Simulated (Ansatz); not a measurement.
BaSnO$_{3}$ (cubic perovskite): values from a third-order Birch-Murnaghan fit to a volume scan beside measured ones. Computed values: PBE (plane waves to 420 eV, PAW, scalar-relativistic; Ansatz, a first-principles code). BaSnO3 was relaxed with its symmetry unable to fall. The PAW data are Ansatz's earlier set.

```json
[
 {"quantity": "Lattice constant a (Å)", "reference": "4.116", "kind": "measured, room temperature or unstated"}
]
```

References as given in: Woong-Jhae Lee, Hyung Joon Kim, Jeonghun Kang et al., Annual Review of Materials Research (2017), arXiv:1707.09778. Values not taken to low temperature hold thermal and zero-point shifts that a static calculation lacks, so small differences there are no errors of the method.

What does PBE give, and how far is that from the reference?


```json
[
 {"quantity": "Lattice constant a (Å)", "PBE": "4.176", "difference": "+1.5 %"}
]
```



(A scan under strain: stresses follow from slopes of the energy per volume, elastic moduli from its curvatures.)
